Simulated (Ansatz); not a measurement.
SrO:

```
CELL_PARAMETERS angstrom
0.00000 2.56630 2.56630
2.56630 0.00000 2.56630
2.56630 2.56630 0.00000
ATOMIC_POSITIONS crystal
Sr 0.50000 0.50000 0.50000
O 0.00000 0.00000 0.00000
```

| Property | Result |
| --- | --- |
| Program | Ansatz 0.2.0 |
| Task | relaxation of cell and atoms |
| Functional | BLYP |
| Dispersion | D4 |
| Potentials or basis | all-electron LAPW, scalar-relativistic |
| Basis error allowed | 0.001 eV/atom |
| k mesh | 9 × 9 × 9 |
| Occupations | fermi-dirac, width 0.05 eV |
| Spin | no spin polarisation |

At the start: volume 16.90 Å³/atom.

Where does the relaxation end?

Over 5 steps the energy falls by 4.7 meV/atom and the volume is 17.44 Å³/atom (+3.2 %); space group Fm-3m (No. 225, to 0.05 Å).

The path:
| step | energy change (eV) | largest force (eV/Å) | volume (Å³) |
| --- | --- | --- | --- |
| 1 | 0.0000 | 0.0000 | 33.80 |
| 2 | -0.0022 | 0.0000 | 35.86 |
| 3 | -0.0093 | 0.0000 | 34.92 |
| 4 | -0.0093 | 0.0000 | 34.87 |
| 5 | -0.0093 | 0.0000 | 34.87 |

Final structure:
```
Sr O
1.0
     0.00000    2.59310    2.59310
     2.59310    0.00000    2.59310
     2.59310    2.59310    0.00000
Sr O
1 1
Cartesian
  2.5931 2.5931 2.5931
  0.0000 0.0000 0.0000
```
